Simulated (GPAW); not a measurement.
# zigzag Co chain, bond 2.576 A: cost and accuracy of the plane-wave cutoff, part 2 of 2

Two starts of zigzag Co chain, bond 2.576 A are run at each rung of the plane-wave cutoff. Which rung is enough?

GPAW 26.7.0; PBE; plane waves with GPAW's PAW setups, scalar-relativistic.

So far, largest spin moment in the augmentation sphere (μB): step 2 (rung 1 (250 eV), start ferro ++) 2.09; step 3 (antiferromagnetic, start moments [2.0, -2.0] μB) 1.93; step 4 (cutoff 325 eV) 2.13; step 5 (antiferromagnetic, cutoff 325 eV, start moments [2.0, -2.0] μB) 1.93; step 7 (antiferromagnetic, cutoff 400 eV, start moments [2.0, -2.0] μB) 1.93.

### Step 8. Rung 4 (500 eV), start ferro ++

order1.py reads:

```python
import json
import numpy as np
from ase import Atoms
from ase.parallel import paropen, parprint
from gpaw import GPAW

atoms = Atoms(['Co', 'Co'],
    cell=[[12.0, 0.0, 0.0],
         [0.0, 12.0, 0.0],
         [0.0, 0.0, 3.0912]],
    scaled_positions=[[0.41413333, 0.5, 0.0],
         [0.58586667, 0.5, 0.5]],
    pbc=True,
    magmoms=[2.0, 2.0])
atoms.calc = GPAW(mode={'name': 'pw', 'ecut': 500},
    xc='PBE',
    kpts={'size': (1, 1, 10), 'gamma': True},
    occupations={'name': 'marzari-vanderbilt', 'width': 0.01},
    convergence={'density': 0.001, 'energy': 1e-05},
    maxiter=200,
    symmetry={'tolerance': 1e-4},
    txt='order1.txt')
e = atoms.get_potential_energy(force_consistent=True)
res = {'free_energy': e, 'energy_sigma0': atoms.get_potential_energy(), 'fermi_energy': atoms.calc.get_fermi_level()}
res['moments'] = atoms.get_magnetic_moments().tolist()
res['total'] = atoms.get_magnetic_moment()
parprint('site moments (muB):', np.round(res['moments'], 3))
parprint(f"total moment: {res['total']:.3f} muB")
parprint(f'free energy: {e:.6f} eV')
atoms.calc.write('order1.gpw')
with paropen('results.json', 'w') as f:
    json.dump(res, f)
```

The run is started by

```console
$ OMP_NUM_THREADS=1 python3 order1.py > order1.log
```

Output:

```text
gpaw.KohnShamConvergenceError

--- order1.txt ---
Input parameters:
  mode=PW(ecut=500),
  convergence={'density': 0.001, 'energy': 1e-05},
  kpts=MonkhorstPack(size=(1, 1, 10), gamma=True),
  maxiter=200,
  occupations=Occupations(name='marzari-vanderbilt', width=0.01),
  symmetry=Symmetry(tolerance=0.0001),
  xc=XC(name='PBE')

Diagonalizing LCAO Hamiltonian
Converting LCAO to pw mode
        .----------------------------.
       /|                            |
      / |                            |
     /  |                            |
    /   .----------------------------.
[...]
|iter:   3|       5s |  -10.449142 | -0.13 | -0.75 |  +3.7556|
|iter:   4|       7s |  -10.078668 | -0.76 | -0.78 |  +3.9753|
|iter:   5|      10s |  -10.325521 | -1.23 | -1.19 |  +4.3928|
|iter:   6|      12s |  -10.145091 | -1.54 | -0.95 |  +4.3523|
[...]
[... 180 iterations left out ...]
[...]
|iter: 194|     466s |  -10.244726 | -3.98 | -3.03c|  +4.6561|
[...]
|iter: 197|     474s |  -10.243944 | -3.01 | -1.90 |  +4.6071|
|iter: 198|     476s |  -10.245258 | -3.37 | -2.21 |  +4.6458|
|iter: 199|     478s |  -10.245025 | -3.62 | -1.73 |  +4.6692|
|iter: 200|     481s |  -10.245015 | -4.11 | -2.01 |  +4.6843|
```

Elapsed: 8.1 min, on 1 MPI rank of Intel Xeon Platinum 8488C (Sapphire Rapids), shared host; peak memory 0.36 GiB.

No converged result was reached; the numbers in the log don't describe the system.

A smaller mixing step or another start is the usual next try.

### Step 9. Rung 4 (500 eV), start antiferro +-

order2.py reads:

```python
import json
import numpy as np
from ase import Atoms
from ase.parallel import paropen, parprint
from gpaw import GPAW

atoms = Atoms(['Co', 'Co'],
    cell=[[12.0, 0.0, 0.0],
         [0.0, 12.0, 0.0],
         [0.0, 0.0, 3.0912]],
    scaled_positions=[[0.41413333, 0.5, 0.0],
         [0.58586667, 0.5, 0.5]],
    pbc=True,
    magmoms=[2.0, -2.0])
atoms.calc = GPAW(mode={'name': 'pw', 'ecut': 500},
    xc='PBE',
    kpts={'size': (1, 1, 10), 'gamma': True},
    occupations={'name': 'marzari-vanderbilt', 'width': 0.01},
    convergence={'density': 0.001, 'energy': 1e-05},
    maxiter=200,
    symmetry={'tolerance': 1e-4},
    txt='order2.txt')
e = atoms.get_potential_energy(force_consistent=True)
res = {'free_energy': e, 'energy_sigma0': atoms.get_potential_energy(), 'fermi_energy': atoms.calc.get_fermi_level()}
res['moments'] = atoms.get_magnetic_moments().tolist()
res['total'] = atoms.get_magnetic_moment()
parprint('site moments (muB):', np.round(res['moments'], 3))
parprint(f"total moment: {res['total']:.3f} muB")
parprint(f'free energy: {e:.6f} eV')
atoms.calc.write('order2.gpw')
with paropen('results.json', 'w') as f:
    json.dump(res, f)
```

The run is started by

```console
$ OMP_NUM_THREADS=1 python3 order2.py > order2.log
```

Output:

```text
site moments (muB): [ 1.936 -1.936]
total moment: -0.000 muB
free energy: -9.895814 eV

--- order2.txt ---
Input parameters:
  mode=PW(ecut=500),
  convergence={'density': 0.001, 'energy': 1e-05},
  kpts=MonkhorstPack(size=(1, 1, 10), gamma=True),
  maxiter=200,
  occupations=Occupations(name='marzari-vanderbilt', width=0.01),
  symmetry=Symmetry(tolerance=0.0001),
  xc=XC(name='PBE')

Diagonalizing LCAO Hamiltonian
[...]
|         11 |        -2.445 |     0.000 |        -2.445 |     0.000 |
|         12 |        -1.672 |     0.000 |        -1.672 |     0.000 |
|         13 |        -0.907 |     0.000 |        -0.907 |     0.000 |
|         14 |         0.657 |     0.000 |         0.657 |     0.000 |

Gap: 0.029 eV
Transition (v -> c):
  (s=1, k=0, n=8, [0.00, 0.00, 0.00]) -> (s=1, k=2, n=9, [0.00, 0.00, 0.20])
Direct/indirect transitions are different
Direct gap: 0.262 eV
Transition at: (s=1, k=1, n=8, [0.00, 0.00, 0.10])


[key lines of the parts left out:]
Free energy:      -9.895814
Converged in 36 steps
dipole moment: (0.000046, -0.000010, -8.214769)  # |e|*Ang
Fermi level: -3.205
```

Run time: 74 s. Hardware: 1 MPI rank; peak memory 0.34 GiB.

Read from the output:

```yaml
magnetization: 0 μB
final_state: antiferromagnetic
largest_moment: 1.936 μB
```

The largest moment is that of rung 3, at 1.8 times its CPU time.

### Step 10. Rung 5 (650 eV), start ferro ++

order1.py is the script of step 8 with these lines changed:

```diff
@@ -14,3 +14,3 @@
     magmoms=[2.0, 2.0])
-atoms.calc = GPAW(mode={'name': 'pw', 'ecut': 500},
+atoms.calc = GPAW(mode={'name': 'pw', 'ecut': 650},
     xc='PBE',
```

The run is started by

```console
$ OMP_NUM_THREADS=1 python3 order1.py > order1.log
```

Output:

```text
site moments (muB): [2.113 2.113]
total moment: 4.670 muB
free energy: -10.412948 eV

--- order1.txt ---
Input parameters:
  mode=PW(ecut=650),
  convergence={'density': 0.001, 'energy': 1e-05},
  kpts=MonkhorstPack(size=(1, 1, 10), gamma=True),
  maxiter=200,
  occupations=Occupations(name='marzari-vanderbilt', width=0.01),
  symmetry=Symmetry(tolerance=0.0001),
  xc=XC(name='PBE')

Diagonalizing LCAO Hamiltonian
[...]
|          3 |        -6.011 |     1.000 |        -4.047 |     1.000 |
|          4 |        -5.697 |     1.000 |        -3.847 |     1.000 |
[...]
|         14 |         0.405 |     0.000 |         0.725 |     0.000 |
|         15 |         0.621 |     0.000 |         0.800 |     0.000 |
|         16 |         1.245 |     0.000 |         1.440 |     0.000 |
|         17 |         1.397 |     0.000 |         1.635 |     0.000 |

No gap
No difference between direct/indirect transitions


[key lines of the parts left out:]
Free energy:     -10.412948
Converged in 99 steps
dipole moment: (-0.000028, -0.000010, -8.225767)  # |e|*Ang
Fermi level: -3.433
```

It took 5.6 min on 1 MPI rank; peak memory 0.49 GiB.

Read from the output:

```yaml
magnetization: 4.670 μB
final_state: ferromagnetic
largest_moment: 2.113 μB
```

The largest moment moves by -0.02 μB from rung 2, at 5.6 times its CPU time.

### Step 11. Rung 5 (650 eV), start antiferro +-

order2.py is the script of step 9 with these lines changed:

```diff
@@ -14,3 +14,3 @@
     magmoms=[2.0, -2.0])
-atoms.calc = GPAW(mode={'name': 'pw', 'ecut': 500},
+atoms.calc = GPAW(mode={'name': 'pw', 'ecut': 650},
     xc='PBE',
```

The run is started by

```console
$ OMP_NUM_THREADS=1 python3 order2.py > order2.log
```

Output:

```text
site moments (muB): [ 1.936 -1.936]
total moment: -0.000 muB
free energy: -10.063632 eV

--- order2.txt ---
Input parameters:
  mode=PW(ecut=650),
  convergence={'density': 0.001, 'energy': 1e-05},
  kpts=MonkhorstPack(size=(1, 1, 10), gamma=True),
  maxiter=200,
  occupations=Occupations(name='marzari-vanderbilt', width=0.01),
  symmetry=Symmetry(tolerance=0.0001),
  xc=XC(name='PBE')

Diagonalizing LCAO Hamiltonian
[...]
|         11 |        -2.443 |     0.000 |        -2.442 |     0.000 |
|         12 |        -1.672 |     0.000 |        -1.672 |     0.000 |
|         13 |        -0.906 |     0.000 |        -0.906 |     0.000 |
|         14 |         0.659 |     0.000 |         0.659 |     0.000 |

Gap: 0.030 eV
Transition (v -> c):
  (s=1, k=0, n=8, [0.00, 0.00, 0.00]) -> (s=0, k=2, n=9, [0.00, 0.00, 0.20])
Direct/indirect transitions are different
Direct gap: 0.263 eV
Transition at: (s=1->0, k=1, n=8, [0.00, 0.00, 0.10])


[key lines of the parts left out:]
Free energy:     -10.063632
Converged in 28 steps
dipole moment: (-0.000010, -0.000010, -8.208936)  # |e|*Ang
Fermi level: -3.206
```

Run time: 84 s. Hardware: 1 MPI rank; peak memory 0.47 GiB.

This step gave:

```
magnetization  : 0 μB
final state    : antiferromagnetic
largest moment : 1.936 μB
```

This start lies +174.7 meV a seeded atom from the first, a change of -7.7 meV since rung 2; its largest moment is 1.94 μB.

### Step 12. Rung 6 (800 eV), start ferro ++

order1.py is the script of step 10 with these lines changed:

```diff
@@ -14,3 +14,3 @@
     magmoms=[2.0, 2.0])
-atoms.calc = GPAW(mode={'name': 'pw', 'ecut': 650},
+atoms.calc = GPAW(mode={'name': 'pw', 'ecut': 800},
     xc='PBE',
```

The run is started by

```console
$ OMP_NUM_THREADS=1 python3 order1.py > order1.log
```

Output:

```text
Input parameters:
  mode=PW(ecut=800),
  convergence={'density': 0.001, 'energy': 1e-05},
  kpts=MonkhorstPack(size=(1, 1, 10), gamma=True),
  maxiter=200,
  occupations=Occupations(name='marzari-vanderbilt', width=0.01),
  symmetry=Symmetry(tolerance=0.0001),
  xc=XC(name='PBE')

Diagonalizing LCAO Hamiltonian
Converting LCAO to pw mode
        .----------------------------.
       /|                            |
      / |                            |
     /  |                            |
    /   .----------------------------.
   /   /             Co             /
[...]
[... 165 iterations left out ...]
|iter: 176|     794s |  -10.420542c| -5.65 | -3.23c|  +4.6701|
|iter: 177|     799s |  -10.420598c| -4.83 | -2.95 |  +4.6781|
|iter: 178|     803s |  -10.420618c| -5.82 | -3.00c|  +4.6803|
|iter: 179|     808s |  -10.420594c| -5.06 | -2.79 |  +4.6735|
|iter: 180|     813s |  -10.420673c| -4.29 | -2.32 |  +4.6635|
|iter: 181|     817s |  -10.420620c| -4.23 | -2.00 |  +4.6747|
|iter: 182|     822s |  -10.420566c| -5.49 | -2.22 |  +4.6737|
|iter: 183|     826s |  -10.420518c| -4.98 | -3.17c|  +4.6668|
|iter: 184|     831s |  -10.420476c| -4.95 | -3.25c|  +4.6603|
|iter: 185|     835s |  -10.420523c| -4.91 | -3.06c|  +4.6677|
```

Run time: 14 min. Hardware: 1 MPI rank; peak memory 0.63 GiB.

The run was cut off at its time limit.

It was cut off while still iterating. More time helps where the residual falls; where it has stalled, the mixing must change.

### Step 13. Rung 6 (800 eV), start antiferro +-

order2.py is the script of step 11 with these lines changed:

```diff
@@ -14,3 +14,3 @@
     magmoms=[2.0, -2.0])
-atoms.calc = GPAW(mode={'name': 'pw', 'ecut': 650},
+atoms.calc = GPAW(mode={'name': 'pw', 'ecut': 800},
     xc='PBE',
```

The run is started by

```console
$ OMP_NUM_THREADS=1 python3 order2.py > order2.log
```

Output:

```text
site moments (muB): [ 1.937 -1.937]
total moment: -0.001 muB
free energy: -10.071578 eV

--- order2.txt ---
Input parameters:
  mode=PW(ecut=800),
  convergence={'density': 0.001, 'energy': 1e-05},
  kpts=MonkhorstPack(size=(1, 1, 10), gamma=True),
  maxiter=200,
  occupations=Occupations(name='marzari-vanderbilt', width=0.01),
  symmetry=Symmetry(tolerance=0.0001),
  xc=XC(name='PBE')

Diagonalizing LCAO Hamiltonian
[...]
|         11 |        -2.443 |     0.000 |        -2.442 |     0.000 |
|         12 |        -1.672 |     0.000 |        -1.672 |     0.000 |
|         13 |        -0.906 |     0.000 |        -0.906 |     0.000 |
|         14 |         0.659 |     0.000 |         0.658 |     0.000 |

Gap: 0.030 eV
Transition (v -> c):
  (s=1, k=0, n=8, [0.00, 0.00, 0.00]) -> (s=1, k=2, n=9, [0.00, 0.00, 0.20])
Direct/indirect transitions are different
Direct gap: 0.262 eV
Transition at: (s=1, k=1, n=8, [0.00, 0.00, 0.10])


[key lines of the parts left out:]
Free energy:     -10.071578
Converged in 25 steps
dipole moment: (0.000192, -0.000010, -8.209376)  # |e|*Ang
Fermi level: -3.206
```

The job ended after 1.7 min (1 MPI rank; peak memory 0.58 GiB).

Read from the output:

- magnetization: 0 μB
- final state: antiferromagnetic
- largest moment: 1.937 μB

The largest moment is that of rung 5, at 1.2 times its CPU time.

### Step 14. Side by side

Ladder, by row:

```tsv
rung	cutoff (eV)	state from the first start	state from the second start	second less first (meV a seeded atom)	moment, first (μB)	moment, second (μB)	CPU time (s)
1	250	ferromagnetic	antiferromagnetic	182.4	2.093	1.933	57.87
2	325	ferromagnetic	antiferromagnetic	182.4	2.132	1.933	103.1
5	650	ferromagnetic	antiferromagnetic	174.7	2.113	1.936	422.8
```

### Step 15. Results

```
range of the moment in the table, first start             : 2.09 to 2.13 μB
range of CPU time                                         : 58 s to 7 min
range of the energy difference                            : 175 to 182 meV a seeded atom
first rung from which all stay within 8.7 meV of the last : 1
```

In words: From rung 1 on the result stays within 7.7 meV of the last rung, inside the margin of 8.7 meV set for it, at 14 % of the last rung's cost. The first start ends lower on every rung of the table; whether functional and cell give the true order is another question. The largest step comes last, so convergence is not shown. Rungs 3, 4 and 6 gave no pair of finished runs and are missing from the table. The smearing is not Fermi–Dirac, so its width is no temperature.

[Logs and program files are shortened in this print: banners, set-up blocks, solver, clock and traceback lines can be left out without a mark of their own.]

[Logs are printed without paths, hosts, clocks, repeated set-up lines and the standing remarks that a program may print on its own settings, such as how far it seeks lower states.]

[Hosts, paths, dates, database ids (printed as entryN), source tags and the programs' standing remarks are cut or masked in the printed files.]

[Where a cell is said to come from a database of computed structures, the database is the Materials Project.]
